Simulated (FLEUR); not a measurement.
The system is BN.

```
N B
1.0
     2.55394    0.00000    0.00000
    -1.27697    2.21178    0.00000
     0.00000    0.00000    4.22685
N B
2 2
Direct
  0.33333 0.66667 0.12528
  0.66667 0.33333 0.62528
  0.33333 0.66667 0.49972
  0.66667 0.33333 0.99972
```

Measurements of this composition are mostly on another form, of space group No. 194.

Base run:

```yaml
Program: FLEUR MaX-R8.1 (later development tree)
Functional: r2SCAN
Potentials_or_basis: all-electron
Basis: FLAPW
Kmax: 5.26 1/bohr
k_mesh: 12 × 12 × 6
Occupations: fermi-dirac, width 0.05 eV
Spin: no spin polarisation
```

Its results: band gap on the k mesh 5.73 eV, indirect (least direct gap 8.93 eV).

**Question.** The run is repeated on the same cell with these changes: functional from r2SCAN to PBEsol. What comes out?

**Answer.** Band gap on the k mesh 4.97 eV, indirect (least direct gap 8.15 eV).

r2SCAN gives the wider gap, since meta-GGAs in the generalised Kohn-Sham scheme recover part of the derivative discontinuity.

Caveats: the meta-GGA is that of a development version, with a GGA for the radial functions and cores and without core tails (some runs).

Not every run made on this cell is shown here.
